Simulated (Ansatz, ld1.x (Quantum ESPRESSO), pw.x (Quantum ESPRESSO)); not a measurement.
# pw.x on diamond P: one setting changed

Potential: norm-conserving Troullier–Martins (Kleinman–Bylander form), ld1.x (Quantum ESPRESSO) 7.5, PBE; core [Ne], reference 3s2 3p3; waves: 3s (bound): rc 1.50 bohr; 3p (bound): rc 1.30 bohr; 3d channel at 0.4 Ry: rc 1.60 bohr; local part: the d channel; core correction: Bessel-smoothed model core inside 0.66 bohr.

The reference run (k-mesh 8³, cutoffs 120/480 Ry, Fermi–Dirac 0.01 Ry, mixing_beta 0.4, conv_thr 1e-9, no spin) gives -0.64 GPa at 20.949 Å³/atom, where all-electron LAPW gives -0.21 GPa. This run, with its own iteration cap, changes startingwfc to atomic.

```
&control
  calculation='scf', prefix='x', pseudo_dir='./', outdir='./tmp', tstress=.true., disk_io='none'
/
&system
  ibrav=0, nat=2, ntyp=1, ecutwfc=120, ecutrho=480, nbnd=12,
  occupations='smearing', smearing='fd', degauss=0.01
/
&electrons
  conv_thr=1e-09, mixing_beta=0.4, electron_maxstep=50, startingwfc='atomic'
/
ATOMIC_SPECIES
P 1.0 P.UPF
CELL_PARAMETERS angstrom
  0.00000000 2.75668895 2.75668895
  2.75668895 0.00000000 2.75668895
  2.75668895 2.75668895 0.00000000
ATOMIC_POSITIONS crystal
P 0.0000 0.0000 0.0000
P 0.2500 0.2500 0.2500
K_POINTS automatic
8 8 8 0 0 0
```

```bash
pw.x < P.scf.in > P.scf.out
```

Question: How does the run end?

Answer: It converges in 8 iterations; the free energy moves by +0.0 meV/atom and the pressure by +0.00 GPa. The result is that of the reference run.

```
Message from routine setup:
     using ibrav=0 with symmetry is DISCOURAGED, use correct ibrav instead
     lattice parameter (alat)  =       7.3672  a.u.
     unit-cell volume          =     282.7417 (a.u.)^3
     number of electrons       =        10.00
     number of Kohn-Sham states=           12
     kinetic-energy cutoff     =     120.0000  Ry
     charge density cutoff     =     480.0000  Ry
     scf convergence threshold =      1.0E-09
     Exchange-correlation= PBE
     number of k points=    29  Fermi-Dirac smearing, width (Ry)=  0.0100
     iteration #  1     ecut=   120.00 Ry     beta= 0.40
     total energy              =     -69.79120603 Ry
     estimated scf accuracy    <       0.01667390 Ry
     iteration #  2     ecut=   120.00 Ry     beta= 0.40
     total energy              =     -69.79023393 Ry
     estimated scf accuracy    <       0.00483310 Ry
     iteration #  3     ecut=   120.00 Ry     beta= 0.40
     total energy              =     -69.79042070 Ry
     estimated scf accuracy    <       0.00007316 Ry
     [... 2 iterations left out ...]
     iteration #  6     ecut=   120.00 Ry     beta= 0.40
     total energy              =     -69.79044011 Ry
     estimated scf accuracy    <       0.00000006 Ry
     iteration #  7     ecut=   120.00 Ry     beta= 0.40
     total energy              =     -69.79044011 Ry
     estimated scf accuracy    <          2.2E-09 Ry
     iteration #  8     ecut=   120.00 Ry     beta= 0.40
     the Fermi energy is     6.6530 ev
!    total energy              =     -69.79044011 Ry
     estimated scf accuracy    <          1.7E-10 Ry
     smearing contrib. (-TS)   =      -0.00742117 Ry
     The total energy is F=E-TS. E is the sum of the following terms:
     one-electron contribution =       4.13784820 Ry
     hartree contribution      =       2.54377403 Ry
     xc contribution           =     -50.61324104 Ry
     ewald contribution        =     -25.85140014 Ry
     convergence has been achieved in   8 iterations
          total   stress  (Ry/bohr**3)                   (kbar)     P=       -6.42
     Message from routine punch:
     Nothing written, as per user request (disk_io='none')
```

The run took about 40 s on one core of a shared host (Neoverse-V1, 32 threads, 247 GiB, load 12).
